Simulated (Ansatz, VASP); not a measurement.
**Ge in VASP and in Ansatz**

The input INCAR:

```
SYSTEM = Ge
PREC = Accurate ; ENCUT = 520
EDIFF = 1E-6 ; ISMEAR = -1
SIGMA = 0.08 ; LREAL = .FALSE.
LASPH = .TRUE. ; NELM = 100
ALGO = Normal ; ISIF = 2
LWAVE = .FALSE. ; LCHARG = .TRUE.
GGA = PE ; LELF = .TRUE.
LVHAR = .TRUE. ; NBANDS = 13
```

The input KPOINTS:

```
Automatic mesh
0
G
  15 15 15
  0 0 0
```

The input POSCAR:

```
Ge
1.0
    2.5572968751      0.0000000000      0.0000000000
    0.0000000000      2.5572968751      0.0000000000
    0.0000000000      0.0000000000      2.5572968751
Ge
1
Direct
    0.0000000000      0.0000000000      0.0000000000
```

Input for Ansatz:

```yaml
crystal:
  lattice:
    - [2.5572968751, 0.0, 0.0]
    - [0.0, 2.5572968751, 0.0]
    - [0.0, 0.0, 2.5572968751]
  atoms:
    - { symbol: Ge, position: [0.0, 0.0, 0.0] }
kpoints:
  mp_grid: { grid: [15, 15, 15] }
scf:
  occupations: { method: fermi_dirac, width: 0.08 }
hamiltonian:
  xc: pbe
  pseudopotentials: { kind: all_electron, lapw: { basis_error: 0.001 } }
output:
  forces: true
  stress: true
  eigenvalues: true
  populations: true
```

Change from the starting cell: volume scaled by 0.84, LAPW.

Alike in both runs: task single point; functional PBE; k mesh 15 × 15 × 15; occupations fermi-dirac, width 0.08 eV; no spin polarisation.

```csv
,VASP,Ansatz
version,VASP 6.6.1,Ansatz 0.2.0
potentials or method,"VASP PAW PBE potentials, release 64 (Ge_d)","all-electron LAPW, scalar-relativistic"
plane-wave cutoff (eV),520,see its input
```

|  | VASP | Ansatz | Ansatz less VASP |
| --- | --- | --- | --- |
| pressure (GPa) | 17.4 | 17.5 | +0.15 |

Ansatz ran all-electron here, so the differences hold the error of VASP's frozen core and of both bases.

Caveats: so large a pressure means that the cell lies far from this level's equilibrium, or that cutoff or potentials fall short (VASP).
